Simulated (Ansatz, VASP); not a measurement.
# Two plane-wave programs on NaH

```
Na H
1.0
     0.00000    2.39567    2.39567
     2.39567    0.00000    2.39567
     2.39567    2.39567    0.00000
Na H
1 1
Direct
  0.00000 0.00000 0.00000
  0.50000 0.50000 0.50000
```

Alike in both runs: functional PBEsol; k mesh 16 × 16 × 16; occupations fermi-dirac, width 0.1 eV; no spin polarisation.

Ansatz relaxed the structure, and its values are those at the end. VASP's run is a single point on that final structure, the one shown.

|  | VASP | Ansatz |
| --- | --- | --- |
| version | VASP 6.6.1 | Ansatz 0.2.0 |
| potentials or method | VASP PAW PBE potentials, release 64 (Na_pv, H) | PAW with Ansatz's default frozen-core files, scalar-relativistic |
| plane-wave cutoff (eV) | 520 | 420 |
| valence electrons in the cell | 8 | 10 |

```tsv
	VASP	Ansatz	Ansatz less VASP
pressure (GPa)	0.0	0.0	+0.02
```

The functional is the same, so the differences come from potentials, cutoffs and numerics. The two sets of potentials don't hold the same shells in valence.

Caveats: the PAW data sets were made with another functional, which shifts forces and pressure a little (VASP). A k mesh can miss the band edges.
